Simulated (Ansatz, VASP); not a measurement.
Cu in VASP and in Ansatz

```xyz
1
Lattice="-1.4451 1.4451 1.3600 1.4451 -1.4451 1.3600 1.4451 1.4451 -1.3600" Properties=species:S:1:pos:R:3 pbc="T T T"
Cu    0.0000    0.0000    0.0000
```

Alike in both runs: functional PBEsol; k mesh 20 × 20 × 20; occupations gaussian, width 0.1 eV; no spin polarisation.

Ansatz relaxed the structure, and its values are those at the end. VASP's run is a single point on that final structure, the one shown.

|  | VASP | Ansatz |
| --- | --- | --- |
| version | VASP 6.6.1 | Ansatz 0.2.0 |
| potentials or method | VASP PAW PBE potentials, release 64 (Cu) | scalar-relativistic, plane waves, PAW |
| plane-wave cutoff (eV) | 520 | 420 |
| valence electrons in the cell | 11 | 19 |

```tsv
	VASP	Ansatz	Ansatz less VASP
gap on the k mesh at the Fermi level (eV)	none	none	-
pressure (GPa)	0.7	0.0	-0.71
```

A gap of «none» marks a metal or a gap that the smearing closes. The two sets of potentials don't hold the same shells in valence.

Caveats: the PAW data sets were made with another functional, which shifts forces and pressure a little (VASP).
